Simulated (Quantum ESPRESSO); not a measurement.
Wanted: an ASE script for a Quantum ESPRESSO 7.5 run.

* Task: single point
* Functional: PBE
* Potentials or basis: SSSP 1.3 efficiency PBE
* Cutoff: 816 eV
* Density cutoff: 5987 eV
* k mesh: 8 × 8 × 8
* Occupations: fermi-dirac, width 0.05 eV
* Spin: no spin polarisation
* Mixing beta: 0.5
* Most SCF iterations: 120
* SCF threshold: 4e-10 Ry

The structure of HgSe lies in POSCAR:

```
HgSe
1.0
    0.0000000000      3.0390000000      3.0390000000
    3.0390000000      0.0000000000      3.0390000000
    3.0390000000      3.0390000000      0.0000000000
Hg Se
1 1
Direct
    0.0000000000      0.0000000000      0.0000000000
    0.7500000000      0.7500000000      0.7500000000
```

The input as run:

run.py

```python
import numpy as np
from ase.calculators.espresso import Espresso, EspressoProfile
from ase.io import read

atoms = read('POSCAR')

input_data = {
    'control': {'calculation': 'scf', 'prefix': 'pwscf', 'outdir': './tmp', 'tprnfor': True, 'tstress': True, 'disk_io': 'nowf'},
    'system': {'ecutwfc': 60.0, 'ecutrho': 440.0, 'nbnd': 20, 'occupations': 'smearing', 'smearing': 'fd', 'degauss': 0.00367493},
    'electrons': {'conv_thr': 4e-10, 'electron_maxstep': 120, 'mixing_beta': 0.5},
}
pseudopotentials = {'Hg': 'Hg_ONCV_PBE-1.0.oncvpsp.upf', 'Se': 'Se_pbe_v1.uspp.F.UPF'}
profile = EspressoProfile(command='pw.x', pseudo_dir='pseudo')
atoms.calc = Espresso(profile=profile, input_data=input_data, pseudopotentials=pseudopotentials, kpts=(8, 8, 8), koffset=(0, 0, 0))

print(f'energy {atoms.get_potential_energy():.8f} eV')
print('forces (eV/A)')
print(np.round(atoms.get_forces(), 6))
print('stress (eV/A^3, Voigt)')
print(np.round(atoms.get_stress(), 8))
print(f'Fermi level {atoms.calc.get_fermi_level():.4f} eV')
```

Potentials or basis: SSSP 1.3 efficiency PBE.

Command:

```bash
$ OMP_NUM_THREADS=1 python run.py
```

Results of the run:

- Pressure: 4.5 GPa
- Band gap on the k mesh: none (metal or under the smearing width)

It took 90 s on 1 thread of AMD EPYC 7R43 64-Core Processor (Zen 3) (shared host), peak memory 0.33 GiB.
